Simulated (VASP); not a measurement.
Input of a VASP 6.6.1 run:

INCAR

```
SYSTEM = Si
  PREC = Accurate
  ENCUT = 600
  EDIFF = 1E-6
  ISMEAR = 1
  SIGMA = 0.1
  LREAL = .False.
  LASPH = .True.
  NELM = 80
  ALGO = Normal
  ISIF = 3
  LWAVE = .False.
  LCHARG = .False.
  GGA = AM
  IBRION = 2
  NSW = 90
  EDIFFG = -0.01
```

KPOINTS

```
Automatic mesh
0
Gamma
  18 18 15
  0 0 0
```

Contents of POSCAR:

```
Si
1.0
    2.6205428149      0.0000000000      0.0000000000
   -1.3102714075      2.2694566494      0.0000000000
    0.0000000000      0.0000000000      2.4663543900
Si
1
Direct
    0.0000000000      0.0000000000      0.0000000000
```

Potentials or basis: VASP PAW PBE potentials, release 64 (Si).

The run is started by

```sh
$ cat potpaw_PBE.64/Si/POTCAR > POTCAR
$ mpirun -np 1 vasp_std > vasp.out
```

**Question.** What does it give for the space group after relaxing (to 0.05 Å)?

**Answer.** P6/mmm (No. 191).

**Question.** What does it give for the band gap on the k mesh?

**Answer.** None (metal or under the smearing width).

The path:
```
step  energy change (eV)  largest force (eV/Å)  pressure (GPa)  volume (Å³)
   1              0.0000                0.0000           -0.78        14.67
   2             -0.0004                0.0000            0.49        14.52
   3             -0.0005                0.0000            0.12        14.56
   4             -0.0005                0.0000           -0.02        14.58
```

Caveat: the PAW data sets were made with another functional, which shifts forces and pressure a little.
